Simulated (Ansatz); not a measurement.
The following input was run with Ansatz 0.2.0.

```yaml
crystal:
  lattice:
    - [5.8679031274, -2.055, 0.0]
    - [5.8679031274, 2.055, 0.0]
    - [-1.5994149714, 0.0, 4.3236525935]
  atoms:
    - { symbol: In, position: [0.884, 0.884, 0.005] }
    - { symbol: In, position: [0.116, 0.116, 0.995] }
    - { symbol: Se, position: [0.66, 0.66, 0.642] }
    - { symbol: Se, position: [0.34, 0.34, 0.358] }
basis:
  ecutwfc: 420
kpoints:
  mp_grid: { grid: [10, 10, 8] }
hamiltonian:
  xc: pbe
  dispersion: d3bj
scf:
  occupations: { method: gaussian, width: 0.02 }
output:
  forces: true
  stress: true
  eigenvalues: true
relax:
  adjacent_minimum: "off"
  f_tol: 0.01
  max_steps: 40
```

Run as
```bash
ansatz run input.yaml --threads 1 --pin off --max-ram 2560MiB --backend cpu --events-out ev --progress --plain --runs-dir out
```

These are results of DFT PBE+D3(BJ), scalar-relativistic, plane waves, PAW in Ansatz, not measurements.

From the run's log, abridged (final results; tables in files aren't shown):

```
SCF converged after 3 iterations
Free energy (F): -22137.084450 eV
Harris-Foulkes:  -22137.084450 eV  (|F-HF|=4.73e-10)
Internal energy: -22137.084450 eV  (E = F + TS)
E sigma→0 (E₀):  -22137.084450 eV
Fermi energy:    8.915703 eV
--- Per-component energies (eV) ---
  E_band       = -827.420813
  E_kinetic    = 722.788388
  E_local      = -7279.243327  (includes V_loc(G=0)·N_el)
  E_nonlocal   = -456.949570
  E_hartree    = 3374.806236
  E_xc         = -639.324971
  E_vxc        = -395.316812  (∫ρ·V_xc dr)
  E_paw        = -12132.182597  (= ΣΔE_a)
  E_vpaw       = -168.310811  (= ΣTr[D̂ρ^β])
  E_aug_tail   = -0.001143  (compensation charges beyond the density's cutoff)
  E_ewald      = -5725.612186
  E_disp       = -1.365280  (pairwise vdW)
  E_smearing   =  0.000000  (= −TS)
--- Forces (eV/Å), atoms counted from 1 ---
  atom   1  In    -0.00107316     0.00000000     0.00116435
  atom   2  In     0.00107316     0.00000000    -0.00116435
  atom   3  Se     0.00033368     0.00000000     0.00175361
  atom   4  Se    -0.00033368     0.00000000    -0.00175361
--- Stress (GPa, compression-positive) ---
        0.796424       0.000000      -0.146507
        0.000000       0.363974       0.000000
       -0.146507       0.000000      -0.114185
  P = ⅓ Tr σ = 0.3487 GPa (3.487 kbar)
--- Band table (eV; the first three rows and the last of 227) ---
  k-point 0: bands = ["-38.6904", "-38.6896", "-38.6885", "-38.6881", "-38.6721", "-38.6719", "-38.6668", "-38.6664", "-38.6601", "-38.6601", "-6.1346", "-6.0514", "-5.8265", "-5.8076", "-5.7732", "-5.7675", "-5.7326", "-5.6621", "-5.6366", "-5.4963", "-5.0004", "-3.0715", "3.8946", "4.3292", "4.8786", "5.9166", "6.2119", "6.6435", "7.0684", "11.1382", "11.9741", "12.4550", "13.5100", "13.6827", "13.9702"]
  k-point 1: bands = ["-38.6904", "-38.6896", "-38.6885", "-38.6881", "-38.6721", "-38.6719", "-38.6668", "-38.6664", "-38.6601", "-38.6601", "-6.1360", "-6.0507", "-5.8277", "-5.8059", "-5.7731", "-5.7700", "-5.7321", "-5.6618", "-5.6356", "-5.4981", "-4.9241", "-3.1408", "3.5802", "4.2093", "4.7963", "6.2480", "6.2626", "7.1116", "7.1163", "10.9374", "11.3394", "12.7003", "13.1111", "13.6156", "14.7318"]
  k-point 2: bands = ["-38.6904", "-38.6896", "-38.6885", "-38.6881", "-38.6721", "-38.6719", "-38.6667", "-38.6665", "-38.6601", "-38.6601", "-6.1383", "-6.0498", "-5.8305", "-5.8016", "-5.7757", "-5.7716", "-5.7313", "-5.6612", "-5.6336", "-5.5022", "-4.7094", "-3.3396", "2.9612", "3.8519", "5.1017", "6.4067", "6.9009", "7.2137", "7.8318", "10.3724", "10.4781", "12.4909", "12.9986", "14.2607", "14.9213"]
  k-point 226: bands = ["-38.6906", "-38.6894", "-38.6887", "-38.6878", "-38.6722", "-38.6718", "-38.6666", "-38.6666", "-38.6602", "-38.6600", "-6.1349", "-5.9448", "-5.9046", "-5.8746", "-5.8069", "-5.7696", "-5.7300", "-5.6944", "-5.5619", "-5.4922", "-4.3789", "-3.5234", "2.1735", "3.1295", "5.9815", "6.9379", "6.9405", "7.3550", "8.0824", "10.6139", "11.5450", "11.6838", "12.4922", "13.5817", "14.3576"]
--- Relaxed structure (7 steps of the walk, 6 accepted, 0 SCFs on fresh bases) ---
  F+E_penalty+E_count = -22137.08444951 eV   max|allowed force component| = 1.754e-3 eV/Å
  atoms:
    - { symbol: In, position: [0.88600578, 0.88600578, 0.03127348] }
    - { symbol: In, position: [0.11399421, 0.11399421, 0.96872651] }
    - { symbol: Se, position: [0.65534479, 0.65534479, 0.63652707] }
    - { symbol: Se, position: [0.34465520, 0.34465520, 0.36347292] }
```

The relaxation met its thresholds.

The run took 3.9 min on 1 thread of Intel(R) Xeon(R) Platinum 8375C CPU @ 2.90GHz (Ice Lake), on a shared host, peak memory 0.89 GiB.